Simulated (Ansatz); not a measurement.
Input and command of a plane-wave DFT calculation in Ansatz:

```yaml
crystal:
  lattice:
    - [6.2444346669, -3.4752923359, -0.8022536699]
    - [6.2444346669, 3.4752923359, -0.8022536699]
    - [-2.9783031928, 0.0, 6.2801799375]
  atoms:
    - { symbol: Pb, position: [0.4999930609, 0.4999930609, 0.2499432073] }
    - { symbol: Pb, position: [0.4999930609, 0.9999930609, 0.2499432073] }
    - { symbol: Pb, position: [0.9999930609, 0.4999930609, 0.2499432073] }
    - { symbol: Pb, position: [0.9999930609, 0.9999930609, 0.2499432073] }
    - { symbol: Pb, position: [6.9391e-06, 6.9391e-06, 0.7500567927] }
    - { symbol: Pb, position: [6.9391e-06, 0.5000069391, 0.7500567927] }
    - { symbol: Pb, position: [0.5000069391, 6.9391e-06, 0.7500567927] }
    - { symbol: Pb, position: [0.5000069391, 0.5000069391, 0.7500567927] }
    - { symbol: H, position: [0.125, 0.125, 0.625] }
basis:
  ecutwfc: 420
kpoints:
  mp_grid: { grid: [4, 4, 4] }
hamiltonian:
  xc: pbe
scf:
  occupations: { method: gaussian, width: 0.1 }
output:
  forces: true
  stress: true
  eigenvalues: true
```

```bash
ansatz run input.yaml --threads 2 --pin off --max-ram 5120MiB --backend cpu --events-out ev --progress --plain --runs-dir out
```

Processor: Arm Neoverse V1, 2 threads, on a host shared with other jobs.

Problem. How long does it run, and how much memory does it take?

Solution. About 16 s on 2 threads of Arm Neoverse V1, on a shared host, peak memory 0.65 GiB. It solves 68 bands at 24 k points (the mesh reduced by the symmetry that the task leaves, which can be less than the crystal's) with about 4979 plane waves, in 7 SCF iterations.